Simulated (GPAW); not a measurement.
Wanted: an ASE script for a GPAW 26.7.0 run.

| Property | Result |
| --- | --- |
| Task | relaxation of cell and atoms |
| Functional | PBEsol |
| Potentials or basis | PAW data sets generated in the run's folder for this functional |
| Cutoff | 600 eV |
| Basis | pw |
| k mesh | 5 × 5 × 6 |
| Occupations | fermi-dirac, width 0.05 eV |
| Spin | no spin polarisation |
| Maxiter | 150 |
| Optimizer | BFGS |
| Fmax | 0.02 eV/Å |
| Max steps | 60 |
| Convergence | density=1e-05 forces=0.0001 |

Hf:

```xyz
3
Lattice="4.9623 0.0000 0.0000 -2.4812 4.2975 0.0000 0.0000 0.0000 3.0862" Properties=species:S:1:pos:R:3 pbc="T T T"
Hf    0.0000    0.0000    0.0000
Hf    0.0000    2.8650    1.5431
Hf    2.4812    1.4325    1.5431
```

This isn't the form of Hf at room conditions, which is hcp.

These files were run (other wordings do the same):

run.py

```python
from ase import Atoms
from ase.filters import FrechetCellFilter
from ase.io import write
from ase.optimize import BFGS
from gpaw import GPAW, PW, setup_paths

setup_paths.insert(0, '.')

atoms = Atoms(['Hf', 'Hf', 'Hf'],
              cell=[[4.962329544, 0.0, 0.0],
                    [-2.481164772, 4.297503447, 0.0],
                    [0.0, 0.0, 3.08623225]],
              scaled_positions=[[0.0, 0.0, 0.0],
                                [0.3333333333, 0.6666666667, 0.5],
                                [0.6666666667, 0.3333333333, 0.5]],
              pbc=True)

calc = GPAW(mode=PW(600),
            xc='PBEsol',
            kpts={'size': (5, 5, 6), 'gamma': True},
            occupations={'name': 'fermi-dirac', 'width': 0.05},
            nbands=34,
            convergence={'density': 1e-05, 'forces': 0.0001},
            maxiter=150,
            txt='gpaw.txt')
atoms.calc = calc
opt = BFGS(FrechetCellFilter(atoms), trajectory='relax.traj', logfile='-')
done = opt.run(fmax=0.02, steps=60)
calc.write('gs.gpw')
write('result.traj', atoms)
print('Converged:', done)
print('Cell:', atoms.cell.cellpar().round(4))
print('Volume:', round(atoms.get_volume(), 4))
print(atoms.get_scaled_positions().round(5))
```

Potentials or basis: PAW data sets generated in the run's folder for this functional, pw.

Command:

```console
$ gpaw-setup -f PBEsol Hf
$ OMP_NUM_THREADS=1 python run.py
```

It gave:

- Relaxed volume: 21.46 Å³/atom
- Relaxed cell: a = 4.925 Å, b = 4.925 Å, c = 3.065 Å, α = 90.00°, β = 90.00°, γ = 120.00°
- Space group after relaxing (to 0.05 Å): P6/mmm (No. 191)
- Energy gained by relaxing: 3.7 meV/atom
- Ionic steps: 3
- Pressure after relaxing: 0.0 GPa
- Band gap on the k mesh: none (metal or under the smearing width)

Caveat: later steps reuse the first step's grids.

It took 93 s on 1 thread of Arm Neoverse V1, on a shared host, peak memory 0.22 GiB.
